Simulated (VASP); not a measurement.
Input of a VASP 6.6.1 run:

File POSCAR:

```
MoS2
1.0
    3.1700000000      0.0000000000      0.0000000000
   -1.5850000000      2.7453005300      0.0000000000
    0.0000000000      0.0000000000     17.1200000000
S Mo
2 1
Direct
    0.6666670000      0.3333330000      0.4088785047
    0.6666670000      0.3333330000      0.5911214953
    0.3333330000      0.6666670000      0.5000000000
```

File INCAR.step1:

```
  PREC = Accurate
  ENCUT = 520
  ISMEAR = 0
  SIGMA = 0.03
  LREAL = F
  LASPH = T
  NELM = 100
  LDIPOL = T
  IDIPOL = 3
  DIPOL = 0.5 0.5 0.500
  NBANDS = 20
  GGA = PE
  ALGO = Normal
  EDIFF = 1E-4
  LWAVE = T
  LCHARG = F
```

INCAR.step2

```
  PREC = Accurate
  ENCUT = 520
  EDIFF = 1E-6
  ISMEAR = 0
  SIGMA = 0.03
  LREAL = F
  LASPH = T
  NELM = 100
  ALGO = Normal
  ISIF = 2
  LWAVE = F
  LCHARG = F
  LDIPOL = T
  IDIPOL = 3
  DIPOL = 0.5 0.5 0.500
  METAGGA = R2SCAN
  LMIXTAU = T
  LUSE_VDW = T
  IVDW_NL = 2
  BPARAM = 11.95
  CPARAM = 0.0093
  NBANDS = 20
  ISTART = 1
```

The input KPOINTS:

```
Automatic mesh
0
Gamma
  12 12 1
```

Potentials or basis: VASP PAW PBE potentials, release 64 (S, Mo_sv).

Launch:

```sh
$ cat potpaw_PBE.64/S/POTCAR potpaw_PBE.64/Mo_sv/POTCAR > POTCAR
$ cp INCAR.step1 INCAR
$ mpirun -np 1 vasp_std > vasp.out
$ cp INCAR.step2 INCAR
$ mpirun -np 1 vasp_std > vasp.out
```

Task: Predict the band gap on the k mesh.

Result: 1.82 eV, indirect (least direct gap 1.83 eV).

Task: What does it give for the largest force?

Result: 0.058 eV/Å.

Forces on the atoms (eV/Å):
```
S    0.000  0.000  0.058
S    0.000  0.000 -0.058
Mo   0.000  0.000  0.000
```

Caveat: the PAW data sets were made with another functional, which shifts forces and pressure a little. r2SCAN opens gaps a little over a GGA but as a rule still falls short of measured ones.
